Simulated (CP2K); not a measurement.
SiS2 under changes of volume

One of the cells (24.571 Å³/atom); the others are scaled copies at fixed shape and fractional positions:

```
S Si
1.0
     6.18243    0.00000    0.00000
    -3.68950    4.96085    0.00000
     1.18579   -3.70268    4.80692
S Si
4 2
Direct
  0.38180 0.70880 0.09060
  0.61820 0.29120 0.90940
  0.88180 0.79120 0.67300
  0.11820 0.20880 0.32700
  0.25000 0.25000 0.00000
  0.75000 0.75000 0.00000
```

| Quantity | Value |
| --- | --- |
| Program | CP2K 2026.2 |
| Functional | PBE |
| Potentials or basis | POTENTIAL_UZH S GTH-PBE-q6, Si GTH-PBE-q4; TZVP-MOLOPT-PBE-GTH basis |
| Density cutoff | 6123 eV |
| k mesh | 7 × 7 × 7 |
| Occupations | fermi-dirac, width 0.05 eV |
| Spin | no spin polarisation |

```tsv
volume (Å³/atom)	energy over the lowest point (meV/atom)	pressure (GPa)	gap on the mesh (eV)	largest force (eV/Å)
23.097	45.53	7.3	2.79	1.309
23.589	26.27	5.3	2.75	0.923
24.080	12.61	3.6	2.71	0.566
24.571	4.02	2.0	2.67	0.235
25.063	0.00	0.6	2.63	0.075
25.554	?	?	?	?
26.046	3.93	-1.8	2.55	0.622
```

Q: What does the run at 25.554 Å³/atom give?

A: Energy over the lowest point 0.10 meV/atom; pressure -0.7 GPa; gap on the mesh 2.59 eV; largest force 0.358 eV/Å.

Worked out: A Birch-Murnaghan fit of order 3 (a polynomial in V^(-2/3)) to the other rows has its minimum at 25.29 Å³/atom with B0 = V·E''(V) = 66 GPa and B' = 4.2 at fixed shape and positions, which overstates the stiffness. It gives 0.09 meV/atom at 25.554 Å³/atom, against the run's 0.10, and -dE/dV = -0.7 GPa, against -0.7. A straight line through the other rows of the gap, of slope -2 eV per unit of ln V, gives 2.59 eV, against the run's 2.59.

Energies are extrapolated to zero smearing.

Caveats: an odd mesh through Γ misses points on the zone boundary, where band edges often lie; the basis of atomic orbitals isn't converged, which shifts pressures, moduli and gaps; forces of over 1 eV/Å show positions far from the minimum, so gaps and moduli don't describe the material at rest (some runs).
